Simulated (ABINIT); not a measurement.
The system is HfB2.

```
CELL_PARAMETERS angstrom
0.00000 2.71608 2.71608
2.71608 0.00000 2.71608
2.71608 2.71608 0.00000
ATOMIC_POSITIONS crystal
Hf 0.00000 0.00000 0.00000
B 0.25000 0.25000 0.25000
B 0.75000 0.75000 0.75000
```

The cell was built by a generator and needn't be a form met in nature.

| Quantity | Value |
| --- | --- |
| Program | ABINIT 10.8.3 (patched build) |
| Task | single point |
| Functional | PBE |
| Potentials or basis | JTH PAW PBE v2.0 |
| Cutoff | 517 eV |
| k mesh | 9 × 9 × 9 |
| Occupations | fermi-dirac, width 0.05 eV |
| Spin | no spin polarisation |

On this cell: pressure 0.7 GPa; largest force zero by symmetry; band gap on the k mesh none (metal or under the smearing width).

The same run follows on a disturbed copy (atoms moved at random, drawn with an rms of 0.05 Å):

```
Hf B
1.0
     0.00000    2.71608    2.71608
     2.71608    0.00000    2.71608
     2.71608    2.71608    0.00000
Hf B
1 2
Cartesian
  0.0089 0.0174 -0.0107
  1.3708 1.3545 1.3589
  4.1029 4.0791 4.1051
```

Problem. What does the disturbed cell give?

Solution. The energy (extrapolated to zero smearing) moves by +2.8 meV/atom; pressure 0.8 GPa; largest force 0.507 eV/Å; band gap on the k mesh none (metal or under the smearing width).

Forces on the atoms (eV/Å):
```
Hf   0.178 -0.239  0.410
B   -0.090  0.135 -0.192
B   -0.088  0.104 -0.218
```

Stress tensor (GPa, compression positive):
```
0.80 1.47 0.51
1.47 0.80 0.76
0.51 0.76 0.75
```
